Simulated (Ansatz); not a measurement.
# Te, omega (AlB2-type): geometry optimisation

Computed with Ansatz, DFT, PBE, plane waves (420 eV) with PAW, scalar-relativistic.

k-point mesh 7×7×9, Fermi-Dirac smearing 0.1 eV, no spin polarisation. Cell and atoms relax.

Starting structure:

```
CELL_PARAMETERS angstrom
5.46208 0.00000 0.00000
-2.73104 4.73030 0.00000
0.00000 0.00000 3.34826
ATOMIC_POSITIONS crystal
Te 0.00000 0.00000 0.00000
Te 0.33333 0.66667 0.50000
Te 0.66667 0.33333 0.50000
```

Task: The pressure at the start is 0.3 GPa. By how much does the volume change?

Result: From 28.84 to 29.06 Å³ per atom, 0.8 %. The final cell has a = 5.545 Å, c = 3.274 Å (c/a = 0.590).

Task: How much energy does the relaxation gain?

Result: 1.7 meV per atom.

Path of the relaxation (the plane waves are chosen anew near the end, which can shift the energy a little):

| step | E − E(final) (meV/atom) | V (Å³/atom) | P (GPa) | max force (eV/Å) |
| --- | --- | --- | --- | --- |
| 0 | 1.72 | 28.837 | 0.28 | 0.000 |
| 1 | 1.45 | 29.035 | -0.09 | 0.000 |
| 2 | 1.13 | 29.096 | -0.19 | 0.000 |
| 3 | 0.74 | 29.117 | -0.21 | 0.000 |
| 4 | 0.38 | 29.127 | -0.21 | 0.000 |
| 5 | 0.04 | 29.059 | -0.03 | 0.000 |
| 6 | 0.00 | 29.059 | -0.03 | 0.000 |
